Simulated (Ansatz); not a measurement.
Results of PBE (plane waves, PAW; Ansatz, a first-principles code) for cubic perovskite BaSnO3.

Run with plane-wave cutoff 520 eV, 8×8×8 k mesh, Fermi–Dirac smearing 0.01 eV, scalar-relativistic PAW data made under PBE.

The cell is scaled about its equilibrium volume:

```csv
V (Å³/atom),P (GPa),smallest gap on the k mesh (eV)
13.691,9.67,1.242
13.983,6.06,0.975
14.274,2.85,0.721
14.565,0.00,0.480
14.856,-2.53,0.251
15.148,-4.73,0.035
15.439,-6.66,0.000
```

Measured, for comparison: band gap 2.95 eV (temperature not stated, not corrected to a static lattice, indirect, from the absorption edge of a single crystal; as tabulated in Kim et al. (2012), arXiv:1207.0764).

Spin–orbit coupling is not included.
